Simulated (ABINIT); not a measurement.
The system is Pd.

```xyz
1
Lattice="0.0000 1.9465 1.9465 1.9465 0.0000 1.9465 1.9465 1.9465 0.0000" Properties=species:S:1:pos:R:3 pbc="T T T"
Pd    0.0000    0.0000    0.0000
```

Program: ABINIT 10.8.3 (patched build). Alike in all runs: potentials or basis JTH PAW PBE v2.0; no spin polarisation; cell as given; smearing fermi-dirac 0.05 eV. Hardware: 1 thread of Arm Neoverse V2 (shared host).

Q: Order these runs on this cell by their wall time, lowest first.
A. task single point; level PBEsol; k mesh 16 × 16 × 16; cutoff (eV) 626; fine-grid cutoff 1224.51 eV; mesh quality not flagged
B. task band structure; level SCAN; k mesh 12 × 12 × 12; cutoff (eV) 762; fine-grid cutoff 1360.57 eV; mesh quality not flagged
C. task single point; level PBE; k mesh 5 × 5 × 5; cutoff (eV) 626; fine-grid cutoff 1224.51 eV; mesh quality coarse
D. task single point; level PBEsol; k mesh 10 × 10 × 10; cutoff (eV) 626; fine-grid cutoff 1224.51 eV; mesh quality not flagged

A: C (6.8 s), D (25 s), A (57 s), B (290 s).

Caveats: some runs use coarse meshes.
